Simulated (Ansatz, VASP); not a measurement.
# Cross-check of SiC (honeycomb SiC 5 layers, AA') between VASP and Ansatz

Wanted: the spread between two codes on one cell, functional and k mesh. The cell is taken from a series of runs on this material, whose earlier steps may have relaxed, scaled, displaced or heated it; both programs get it as it stands.

Main program and level: Ansatz 0.2.0; plane waves, with VASP 6.6.1 beside it; single point at PBE with D3(BJ).

## (1) Set-up

The cell holds 10 atoms: 5 C and 5 Si. Cell: a = 3.142 Å, b = 3.142 Å, c = 27.789 Å, α = 90.0°, β = 90.0°, γ = 120.0°. Vacuum lies along c.

## (2) Ansatz: single point, PBE with D3(BJ)

Ansatz runs on its default PAW (the set named soft_2) files.

With cell and atoms fixed, the geometry can't cause a difference; cores, projectors, grids and the points listed under the comparison can.

File input.yaml:

```yaml
crystal:
  lattice:
    - [3.1416992414, 0.0, 0.0]
    - [-1.5708496207, 2.7207913541, 0.0]
    - [0.0, 0.0, 27.7887766317]
  atoms:
    - { symbol: C, position: [0.6666666667, 0.3333333333, 0.3238717601] }
    - { symbol: Si, position: [0.3333333333, 0.6666666667, 0.3290485775] }
    - { symbol: C, position: [0.3333333333, 0.6666666667, 0.4077803815] }
    - { symbol: Si, position: [0.6666666667, 0.3333333333, 0.4049779343] }
    - { symbol: C, position: [0.6666666667, 0.3333333333, 0.5] }
    - { symbol: Si, position: [0.3333333333, 0.6666666667, 0.5] }
    - { symbol: C, position: [0.3333333333, 0.6666666667, 0.5922196185] }
    - { symbol: Si, position: [0.6666666667, 0.3333333333, 0.5950220657] }
    - { symbol: C, position: [0.6666666667, 0.3333333333, 0.6761282399] }
    - { symbol: Si, position: [0.3333333333, 0.6666666667, 0.6709514225] }
kpoints:
  mp_grid: { grid: [18, 18, 1] }
  band_path:
    path: [[0, 0, 0], [0.5, 0, 0], [0.33333333, 0.33333333, 0], [0, 0, 0]]
    npoints: 16
hamiltonian:
  xc: pbe
  dispersion: d3bj
scf:
  occupations: { method: fermi_dirac, width: 0.02585 }
  convergence: { dr2_threshold: 1.0e-10 }
efield:
  axis: 3
  dipole_correction: true
  ramp_position: 0.97
  ramp_width: 0.06
  amplitude: 0
output:
  dos: { projected: true, e_range: [-6, 5] }
  write_potential: true
  write_density: true
  volumetric_format: npy
  elf: true
```

Started as:

```console
$ ansatz run input.yaml --threads 2 --pin off --max-ram 4096MiB --backend cpu --events-out ev --progress --plain --runs-dir out
```

Numbers of over 12 decimals in the logs are rounded to 6 here.

What it wrote:

```text
Engine: ansatz 0.2.0, aarch64-unknown-linux-gnu
Pseudopotentials: kind: paw
Pseudopotential: C, paw, valence charge 4, recommended cutoff 420 eV (normal), C.paw.azcp
Pseudopotential: Si, paw, valence charge 4, recommended cutoff 420 eV (normal), Si.paw.azcp
Functional definition: PBE
  parameter kappa = 0.804
  parameter beta = 0.066725
  exchange = pbe_x(kappa = kappa, mu = beta*pi^2/3)
  correlation = pbe_c(beta = beta)
Crystal: 10 atoms, lattice volume = 237.536 Å³
Basis set: ecut = 420 eV, 4605 PW (Γ)
Bands: 30, of which v1, the nominal top of the filled ones, is band 20 counted from 1 (19 counted from 0)
Symmetry: 6 space group operations
k-points: 37 of 324 (time reversal used)
Non-local potential: C, projectors of the file, l = 0: 2, l = 1: 2, l = 2: 1
Non-local potential: Si, projectors of the file, l = 0: 2, l = 1: 2, l = 2: 2
PAW form: soft (Blöchl's): semilocal exchange-correlation on the pseudo side does not see the compensation charge
PAW one-centre angular grid: C, 110 points (default); XC on 64 Gauss nodes
PAW one-centre angular grid: Si, 110 points (default); XC on 64 Gauss nodes
Initial density: superposition of atomic densities (neutral atoms: chi_scale 0, normalization atom), corrected by the library's trained network
Initial wavefunctions: pseudopotential atomic-orbital guess
Functional: x = pbe(κ = 0.804, μ = 0.219515), c = pbe(β = 0.066725)
SCF iter   1: F=—  HF=-4433.825479 eV  |F-HF|=—  |Δ(HF+E_count)|=         —  Δρ=3.14e-3  dr2=3.37e-2  ethr=1.77e-3  p=0.000 e·Å  D=4.06e-14 V/Å  ΔV_dip=-0.00 eV  dr2_dipole=6.41e-8  V_vac-E_F(+/−)=3.95/3.95 eV  ⟨swp⟩=10.7  Hψ=8274  notcnv=0  defer=9
efield: sawtooth ramp at fractional position 0.9700 (set: `efield.ramp_position`, or a place that a band, a saddle search or an elastic batch's reference lends), width 0.0600; the density the first Hamiltonian is built on has a dipole p = 0.000 e·Å; the dipole correction subtracts the counter field D = 4.06e-14 V/Å, which shifts the + side's vacuum level by -0.00 eV against the − side's; the planar-averaged density in the ramp window peaks in size at 1.2e-5 e/Å³
preconditioner: auto → none  [insulator: Δε(μ)=1.064 eV  Ē_g=11.270 eV  σ=0.026 eV  W_gap=1.00  n_scr=16 (ndim 8)  ℏωp=15.2 eV  f_vac=0.513  D(μ)=0.00/eV (n_scr^D=0)  ε∞_Penn≈2.8]
SCF iter   2: F=—  HF=-4433.835128 eV  |F-HF|=—  |Δ(HF+E_count)|=   9.65e-3  Δρ=2.09e-3  dr2=1.09e-1  ethr=8.42e-5  p=0.000 e·Å  D=1.56e-4 V/Å  ΔV_dip=-0.00 eV  dr2_dipole=1.51e-6  V_vac-E_F(+/−)=4.41/4.41 eV  ⟨swp⟩=4.5  Hψ=2876  notcnv=0  defer=129
SCF iter   3: F=—  HF=-4433.825934 eV  |F-HF|=—  |Δ(HF+E_count)|=   9.19e-3  Δρ=1.46e-3  dr2=3.39e-2  ethr=8.42e-5  p=-0.000 e·Å  D=-1.51e-4 V/Å  ΔV_dip=0.00 eV  dr2_dipole=1.68e-6  V_vac-E_F(+/−)=4.02/4.02 eV  ⟨swp⟩=4.8  Hψ=2126  notcnv=0  defer=128
SCF iter   4: F=—  HF=-4433.822287 eV  |F-HF|=—  |Δ(HF+E_count)|=   3.65e-3  Δρ=6.41e-4  dr2=3.01e-3  ethr=8.42e-5  p=0.000 e·Å  D=1.36e-4 V/Å  ΔV_dip=-0.00 eV  dr2_dipole=1.66e-6  V_vac-E_F(+/−)=4.10/4.10 eV  ⟨swp⟩=2.2  Hψ=1556  notcnv=0  defer=132
SCF iter   5: F=—  HF=-4433.822237 eV  |F-HF|=—  |Δ(HF+E_count)|=   5.04e-5  Δρ=2.37e-4  dr2=3.36e-4  ethr=7.53e-6  p=-0.001 e·Å  D=-9.81e-4 V/Å  ΔV_dip=0.03 eV  dr2_dipole=7.95e-5  V_vac-E_F(+/−)=4.17/4.14 eV  ⟨swp⟩=2.3  Hψ=1517  notcnv=0  defer=132
SCF iter   6: F=—  HF=-4433.822274 eV  |F-HF|=—  |Δ(HF+E_count)|=   3.72e-5  Δρ=1.07e-4  dr2=3.60e-4  ethr=8.40e-7  p=0.002 e·Å  D=1.63e-3 V/Å  ΔV_dip=-0.05 eV  dr2_dipole=2.14e-4  V_vac-E_F(+/−)=4.14/4.18 eV  ⟨swp⟩=2.7  Hψ=1704  notcnv=0  defer=132
SCF iter   7: F=—  HF=-4433.822230 eV  |F-HF|=—  |Δ(HF+E_count)|=   4.38e-5  Δρ=6.43e-5  dr2=3.20e-5  ethr=8.40e-7  p=0.001 e·Å  D=4.10e-4 V/Å  ΔV_dip=-0.01 eV  dr2_dipole=1.61e-5  V_vac-E_F(+/−)=4.15/4.17 eV  ⟨swp⟩=1.5  Hψ=1002  notcnv=0  defer=132
SCF iter   8: F=—  HF=-4433.822234 eV  |F-HF|=—  |Δ(HF+E_count)|=   3.32e-6  Δρ=2.36e-5  dr2=1.12e-6  ethr=7.99e-8  p=0.000 e·Å  D=4.45e-5 V/Å  ΔV_dip=-0.00 eV  dr2_dipole=1.37e-7  V_vac-E_F(+/−)=4.16/4.16 eV  ⟨swp⟩=2.2  Hψ=1423  notcnv=0  defer=132
SCF iter   9: F=—  HF=-4433.822248 eV  |F-HF|=—  |Δ(HF+E_count)|=   1.43e-5  Δρ=9.12e-6  dr2=6.66e-7  ethr=2.79e-9  p=0.000 e·Å  D=4.77e-5 V/Å  ΔV_dip=-0.00 eV  dr2_dipole=9.79e-8  V_vac-E_F(+/−)=4.16/4.16 eV  ⟨swp⟩=2.5  Hψ=1861  notcnv=0  defer=134
SCF iter  10: F=—  HF=-4433.822248 eV  |F-HF|=—  |Δ(HF+E_count)|=   5.28e-8  Δρ=2.91e-6  dr2=6.29e-8  ethr=1.66e-9  p=0.000 e·Å  D=8.47e-6 V/Å  ΔV_dip=-0.00 eV  dr2_dipole=9.25e-9  V_vac-E_F(+/−)=4.16/4.16 eV  ⟨swp⟩=2.1  Hψ=1314  notcnv=0  defer=134
SCF iter  11: F=—  HF=-4433.822248 eV  |F-HF|=—  |Δ(HF+E_count)|=  2.91e-11  Δρ=1.23e-6  dr2=2.09e-9  ethr=1.57e-10  p=-0.000 e·Å  D=-4.76e-7 V/Å  ΔV_dip=0.00 eV  dr2_dipole=1.77e-11  V_vac-E_F(+/−)=4.16/4.16 eV  ⟨swp⟩=2.8  Hψ=1737  notcnv=0  defer=134
SCF iter  12: F=—  HF=-4433.822248 eV  |F-HF|=—  |Δ(HF+E_count)|=   2.59e-9  Δρ=4.81e-7  dr2=4.89e-10  ethr=5.23e-12  p=-0.000 e·Å  D=-6.75e-7 V/Å  ΔV_dip=0.00 eV  dr2_dipole=1.66e-11  V_vac-E_F(+/−)=4.16/4.16 eV  ⟨swp⟩=2.1  Hψ=1706  notcnv=0  defer=134
SCF iter  13: F=—  HF=-4433.822248 eV  |F-HF|=—  |Δ(HF+E_count)|=  4.73e-10  Δρ=1.24e-7  dr2=1.63e-10  ethr=1.22e-12  p=-0.000 e·Å  D=-4.06e-7 V/Å  ΔV_dip=0.00 eV  dr2_dipole=7.62e-12  V_vac-E_F(+/−)=4.16/4.16 eV  ⟨swp⟩=2.4  Hψ=1760  notcnv=0  defer=134
SCF iter  14: F=-4433.822248 eV  HF=-4433.822248 eV  |F-HF|=1.64e-11  |Δ(HF+E_count)|=  6.37e-12  Δρ=5.74e-8  dr2=1.61e-11  ethr=1.00e-12  p=-0.000 e·Å  D=-7.03e-8 V/Å  ΔV_dip=0.00 eV  dr2_dipole=1.04e-13  V_vac-E_F(+/−)=4.16/4.16 eV  ⟨swp⟩=12.8  Hψ=3814  notcnv=0
SCF 1 converged in 14 iterations: F = -4433.822248 eV  dr2 = 1.61e-11
  greatest PAW one-centre occupation: 0.654 electrons in one spin orbital (limit 2), on the C atom at site 2 (counted from 0), in its partial waves of l = 0
NSCF: frozen V_eff on 49 k-points
efield: sawtooth ramp at fractional position 0.9700 (kept from the solve that this one continues, or follows in the run), width 0.0600; the density the first Hamiltonian is built on has a dipole p = -0.000 e·Å; the dipole correction subtracts the counter field D = -7.03e-8 V/Å, which shifts the + side's vacuum level by +0.00 eV against the − side's; the planar-averaged density in the ramp window peaks in size at 1.3e-7 e/Å³
WARN: The output density's exchange-correlation potential varies sharply where the density is thin. Do not read a vacuum level from v_tot or v_xc, or from such a field of the output density. On a cell that repeats whose density bears no net charge and no dipole along the vacuum's axis use v_es (v_loc + v_h of the components); under efield.dipole_correction with no amplitude use v_es + v_field, which holds any externa [...]
SCF converged after 14 iterations
Free energy (F): -4433.822248 eV
Harris-Foulkes:  -4433.822248 eV  (|F-HF|=1.64e-11)
Internal energy: -4433.822248 eV  (E = F + TS)
E sigma→0 (E₀):  -4433.822248 eV
Fermi energy:    2.503742 eV
Dipole field:    D = 0.000000 V/Å  (p = 0.000000 e·Å, saw-weighted, corrected)
Work function:   Φ+ = 4.1601 eV   Φ− = 4.1601 eV
Levels:          The Fermi level and band energies are counted from a zero that moves with the ramp; work functions are not
--- Per-component energies (eV) ---
  E_band       = -197.921683
  E_kinetic    = 676.822997
  E_local      = -25513.014396  (includes V_loc(G=0)·N_el)
  E_nonlocal   = 258.474951
  E_hartree    = 12484.810241
  E_xc         = -525.654900
  E_vxc        = -544.237110  (∫ρ·V_xc dr)
  E_paw        = -3059.878910  (= ΣΔE_a)
  E_vpaw       = -45.589042  (= ΣTr[D̂ρ^β])
  E_aug_tail   = 0.000066  (compensation charges beyond the density's cutoff)
  E_efield     = 0.000000  (sawtooth field / dipole correction)
  E_vefield    = 0.000000  (∫n·V_field dr)
  E_ewald      = 11247.163375
  E_disp       = -2.545673  (pairwise vdW)
  E_smearing   = -0.000000  (= −TS)
  E_closure    = -0.000000  (closes the sum)
  Σ components = -4433.822248   (vs F -4433.822248, Δ=0.00e0)
--- Band table (eV; the first three rows and the last of 37) ---
  k-point 0: bands = [... 16 lower, 0.0435, 0.0435, 0.1121, 1.7371, 4.8700, 5.1969, 5.7573, 6.1371, ... 6 higher]
  k-point 1: bands = [... 16 lower, -0.0899, 0.0077, 0.2730, 1.8010, 5.0527, 5.3336, 5.8195, 6.1835, ... 6 higher]
  k-point 2: bands = [... 16 lower, -0.2138, -0.0998, 0.5032, 1.9072, 5.3144, 5.5106, 5.9580, 6.1784, ... 6 higher]
  k-point 36: bands = [... 16 lower, -1.1035, -0.5052, -0.1149, 1.1249, 4.6151, 5.3337, 6.0975, 6.1024, ... 6 higher]
```

## (3) VASP: single point, PBE with D3(BJ)

The same cell, functional, mesh and smearing now go to VASP, with its own data sets.

Lines of VASP's logs that name or quote its potential files are left out, and so is its time.

File INCAR:

```
SYSTEM = SiC
PREC = Accurate
ENCUT = 520
EDIFF = 1E-06
NELM = 120
ISMEAR = -1
SIGMA = 0.02585
LREAL = .FALSE.
ALGO = Normal
GGA = PE
IVDW = 12
NBANDS = 30
LORBIT = 11
LWAVE = .FALSE.
LCHARG = .FALSE.
ISIF = 2
LDIPOL = .TRUE.
IDIPOL = 3
DIPOL = 0.5 0.5 0.5
LVHAR = .TRUE.
LASPH = .TRUE.
GGA_COMPAT = .FALSE.
EFERMI = MIDGAP
NELMDL = -8
KPAR = 2
```

File POSCAR:

```
SiC
1.0
    3.1416992414      0.0000000000      0.0000000000
   -1.5708496207      2.7207913541      0.0000000000
    0.0000000000      0.0000000000     27.7887766317
C Si
5 5
Direct
    0.6666666667      0.3333333333      0.3238717601
    0.3333333334      0.6666666666      0.4077803815
    0.6666666667      0.3333333333      0.5000000000
    0.3333333334      0.6666666666      0.5922196185
    0.6666666667      0.3333333333      0.6761282399
    0.3333333334      0.6666666666      0.3290485775
    0.6666666667      0.3333333333      0.4049779343
    0.3333333334      0.6666666666      0.5000000000
    0.6666666667      0.3333333333      0.5950220657
    0.3333333334      0.6666666666      0.6709514225
```

File KPOINTS:

```
Automatic mesh
0
Gamma
18 18 1
0 0 0
```

PAW data sets: C and Si (PBE family, release 64).

Started as:

```console
$ mpirun -np 2 vasp_std
```

What it wrote:

```text
[banner, memory and clock lines left out]
running    2 mpi-ranks, on    1 nodes
 distrk:  each k-point on    1 cores,    2 groups
 distr:  one band on    1 cores,    1 groups

 POSCAR found type information on POSCAR C Si
 POSCAR found :  2 types and      10 ions
 LDA part: xc-table for (Slater+PW92), standard interpolation
 POSCAR, INCAR and KPOINTS ok, starting setup
 FFT: planning ... GRIDC
 FFT: planning ... GRID_SOFT
 FFT: planning ... GRID
 WAVECAR not read
 entering main loop
       N       E                     dE             d eps       ncg     rms          rms(c)
DAV:   1     0.224644522132E+03    0.22464E+03   -0.16323E+04  2220   0.108E+03
DAV:   2    -0.518234204450E+02   -0.27647E+03   -0.26578E+03  3048   0.228E+02
DAV:   3    -0.802749940335E+02   -0.28452E+02   -0.28074E+02  2818   0.722E+01
DAV:   4    -0.814962164018E+02   -0.12212E+01   -0.12180E+01  3150   0.167E+01
DAV:   5    -0.815339481319E+02   -0.37732E-01   -0.37712E-01  3292   0.276E+00
DAV:   6    -0.815355215257E+02   -0.15734E-02   -0.15732E-02  3340   0.483E-01
DAV:   7    -0.815355796601E+02   -0.58134E-04   -0.58131E-04  3340   0.832E-02
DAV:   8    -0.815355827402E+02   -0.30800E-05   -0.30800E-05  2964   0.154E-02    0.206E+01
DAV:   9    -0.711493696207E+02    0.10386E+02   -0.32119E+01  2618   0.223E+01    0.877E+00
DAV:  10    -0.708527319899E+02    0.29664E+00   -0.29337E+00  3052   0.712E+00    0.380E+00
DAV:  11    -0.707870103956E+02    0.65722E-01   -0.18456E-01  3038   0.198E+00    0.122E+00
DAV:  12    -0.707711621267E+02    0.15848E-01   -0.29240E-02  3090   0.887E-01    0.234E-01
DAV:  13    -0.707696311752E+02    0.15310E-02   -0.51796E-03  3032   0.325E-01    0.152E-01
DAV:  14    -0.707683204769E+02    0.13107E-02   -0.15634E-03  2980   0.169E-01    0.550E-02
[...]
DAV:  20    -0.707696149046E+02   -0.47673E-04   -0.62495E-06  2306   0.669E-03    0.281E-03
DAV:  21    -0.707696442390E+02   -0.29334E-04   -0.28124E-06  2296   0.375E-03    0.159E-03
DAV:  22    -0.707696764886E+02   -0.32250E-04   -0.25398E-06  2130   0.330E-03    0.101E-03
DAV:  23    -0.707697044907E+02   -0.28002E-04   -0.26671E-06  2260   0.303E-03    0.753E-04
DAV:  24    -0.707697105421E+02   -0.60514E-05   -0.17960E-07  2196   0.131E-03    0.376E-04
DAV:  25    -0.707697163804E+02   -0.58382E-05   -0.23256E-07  2146   0.100E-03    0.180E-04
DAV:  26    -0.707697181480E+02   -0.17676E-05   -0.49905E-08  2084   0.529E-04    0.110E-04
DAV:  27    -0.707697185559E+02   -0.40788E-06   -0.95898E-09  1894   0.249E-04
   1 F= -.73315132E+02 E0= -.73315132E+02  d E =-.138626E-09
```

[end of part 1 of 2]

[Lines on the potential files, build, host, timing and source positions are cut from VASP's logs without a mark.]

[Logs are printed without paths, hosts, clocks, repeated set-up lines and the standing remarks that a program may print on its own settings, such as how far it seeks lower states.]

[Hosts, paths, dates, database ids (printed as entryN), source tags and the programs' standing remarks are cut or masked in the printed files.]
